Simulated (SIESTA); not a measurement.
Ge:

```
Ge
1.0
     0.00000    2.82891    2.82891
     2.82891    0.00000    2.82891
     2.82891    2.82891    0.00000
Ge
2
Direct
  0.75000 0.75000 0.75000
  0.50000 0.50000 0.50000
```

Base run:

- Program: SIESTA 5.4.2
- Functional: vdW-DF-cx
- Potentials or basis: PseudoDojo 0.4 standard (PBE files)
- Basis: DZP (energy shift 0.003 Ry; two zetas on semicore shells)
- Grid cutoff: 800 Ry
- Energy shift: 0.003 Ry
- k mesh: 8 × 8 × 8
- Occupations: fermi-dirac, width 0.05 eV
- Spin: no spin polarisation

Its results: band gap on the k mesh none (metal or under the smearing width); pressure 3.3 GPa.

Task: The run is repeated on the same cell with these changes: functional from vdW-DF-cx to PBEsol; potentials or basis from PseudoDojo 0.4 standard (PBE files) to PseudoDojo 0.4 standard (PBEsol files). What comes out?

Result: Band gap on the k mesh none (metal or under the smearing width); pressure 1.8 GPa.

Caveats: the basis of atomic orbitals isn't converged, which shifts pressures, moduli and gaps; the potentials were made for another functional, which shifts forces and pressure (some runs).
